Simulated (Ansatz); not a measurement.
AlFe:

```
Fe Al
1.0
     2.91000    0.00000    0.00000
     0.00000    2.91000    0.00000
     0.00000    0.00000    2.91000
Fe Al
1 1
Direct
  0.50000 0.50000 0.50000
  0.00000 0.00000 0.00000
```

```yaml
Program: Ansatz 0.2.0
Task: single point
Functional: PBEsol
Potentials_or_basis: Ansatz PAW
Cutoff: "420 eV (not typed: the program's choice for these potentials)"
k_mesh: 9 × 9 × 9
Occupations: fermi-dirac, width 0.05 eV
Spin: collinear spin, ferromagnetic start
Starting_moments: "[3.0, 0.0] μB"
```

On this cell: pressure -11.2 GPa; largest force zero by symmetry; net moment 0.66 μB per cell; site moments Fe +0.70; Al -0.03 μB; band gap on the k mesh none (metal or under the smearing width).

The same run follows on a disturbed copy (atoms moved at random, drawn with an rms of 0.05 Å):

```
CELL_PARAMETERS angstrom
2.91000 0.00000 0.00000
0.00000 2.91000 0.00000
0.00000 0.00000 2.91000
ATOMIC_POSITIONS crystal
Fe 0.51559 0.50657 0.47597
Al 0.01707 0.01564 0.98906
```

Question: What does the disturbed cell give?

Answer: The energy (extrapolated to zero smearing) moves by +3.7 meV/atom; pressure -11.1 GPa; largest force 0.317 eV/Å; net moment 0.66 μB per cell; site moments Fe +0.70; Al -0.03 μB; band gap on the k mesh none (metal or under the smearing width).

Forces in eV/Å, atoms in the order of the input:
```
Fe   0.029  0.180  0.260
Al  -0.029 -0.180 -0.260
```

Stress tensor (GPa, compression positive):
```
-11.04   0.02   0.02
  0.02 -11.09   0.14
  0.02   0.14 -11.15
```

Caveats: the PAW data sets come from PBE, with cores solved anew for the run's functional, which leaves a small shift of forces and pressure.
